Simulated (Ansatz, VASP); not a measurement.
## HfO2 in VASP and in Ansatz

File INCAR:

```
SYSTEM = HfO2
PREC     = Accurate       ! precision mode
ENCUT    = 520            ! plane-wave cutoff, eV
EDIFF    = 1E-6           ! SCF threshold, eV
ISMEAR   = 0              ! smearing method
SIGMA    = 0.05           ! smearing width, eV
LREAL    = .False.        ! projectors in reciprocal space
LASPH    = .True.         ! aspherical terms in the spheres
NELM     = 80             ! most SCF steps
ALGO     = Normal         ! electronic algorithm
ISIF     = 2              ! what is computed and relaxed
LWAVE    = .False.        ! write WAVECAR
LCHARG   = .True.         ! write CHGCAR
GGA      = PE             ! functional
LELF     = .True.         ! ELF
LVHAR    = .True.       
NBANDS   = 18             ! bands
```

KPOINTS

```
regular mesh
0
Gamma
  8 8 8
  0 0 0
```

The input POSCAR:

```
HfO2
1.0
    0.0000000000      2.5615497894      2.5615497894
    2.5488057606      0.0127440288      2.5488057606
    2.5488057606      2.5488057606      0.0127440288
Hf O
1 2
Direct
    0.0000000000      0.0000000000      0.0000000000
    0.2500000000      0.2500000000      0.2500000000
    0.7500000000      0.7500000000      0.7500000000
```

Input for Ansatz:

```yaml
crystal:
  lattice:
    - [0.0, 2.5615497894, 2.5615497894]
    - [2.5488057606, 0.0127440288, 2.5488057606]
    - [2.5488057606, 2.5488057606, 0.0127440288]
  atoms:
    - { symbol: Hf, position: [0.0, 0.0, 0.0] }
    - { symbol: O, position: [0.25, 0.25, 0.25] }
    - { symbol: O, position: [0.75, 0.75, 0.75] }
basis:
  ecutwfc: 420
kpoints:
  mp_grid: { grid: [8, 8, 8] }
hamiltonian:
  xc: pbe
scf:
  occupations: { method: gaussian, width: 0.05 }
output:
  forces: true
  stress: true
  eigenvalues: true
```

Change from the starting cell: strain +0.0100 x Voigt [0, 0, 0, 1, 0, 0], atoms carried along.

Alike in both runs: task single point; functional PBE; k mesh 8 × 8 × 8; occupations gaussian, width 0.05 eV; no spin polarisation.

|  | VASP | Ansatz |
| --- | --- | --- |
| version | VASP 6.6.1 | Ansatz 0.2.0 |
| potentials or method | VASP PAW PBE potentials, release 64 (Hf_pv, O) | scalar-relativistic, plane waves, PAW |
| plane-wave cutoff (eV) | 520 | 420 |
| valence electrons in the cell | 22 | 38 |

VASP gave:

| Property | Result |
| --- | --- |
| gap on the k mesh at the Fermi level (eV) | 3.76 |
| least direct gap on the mesh (eV) | 3.76 |
| pressure (GPa) | -3.6 |
| largest component of the traceless stress (GPa) | 0.84 |
| rms of the force components (eV/Å) | 0.029 |

Task: Which values does Ansatz return?

Result: gap on the k mesh at the Fermi level (eV): 3.75; least direct gap on the mesh (eV): 3.75; pressure (GPa): 0.0; largest component of the traceless stress (GPa): 0.88; rms of the force components (eV/Å): 0.032.

Atom by atom the forces differ by 0.003 eV/Å (rms over components). The two sets of potentials don't hold the same shells in valence.

Caveats: spin-orbit coupling is left out, which moves the levels of the heavy elements. A k mesh can miss the band edges.
